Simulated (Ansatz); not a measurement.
Consider the formal exchange of groups at the Al–N bond: `C[NH][Al]([CH3])[F]` + `C=CC(C)=O` → `C[C](=O)[Al]([CH3])[F]` + `C=CNC`.

Calculated with Ansatz (gas phase, PBE0-D4/def2-TZVP geometries, no zero-point term in ΔE). CCSD(T)/CBS is the MP2 limit (def2-TZVPP, def2-QZVPP) plus CCSD(T) − MP2 in def2-TZVPP, frozen cores. DFT in def2-TZVPP. B3LYP here is the variant with VWN-RPA as its local correlation; programs differ in this. Each species was taken in one conformer, which may not be the lowest.

```json
{"species": "`C[NH][Al]([CH3])[F]`", "B3LYP-D4 energy (Eh)": "-477.72310"}
{"species": "`C=CC(C)=O`", "B3LYP-D4 energy (Eh)": "-231.34597"}
{"species": "`C[C](=O)[Al]([CH3])[F]`", "B3LYP-D4 energy (Eh)": "-535.67451"}
{"species": "`C=CNC`", "B3LYP-D4 energy (Eh)": "-173.34002"}
```

Question: Work out ΔE.

Answer: ΔE = (-535.67451) + (-173.34002) − (-477.72310) − (-231.34597) = 0.05454 Eh = +1.48 eV. CCSD(T)/CBS gives +1.60 eV.

Largest T1 diagnostic among the species: 0.014.

From PBE to PBE0 (25 % exact exchange), in def2-TZVPP and without D4, ΔE moves by +0.11 eV.
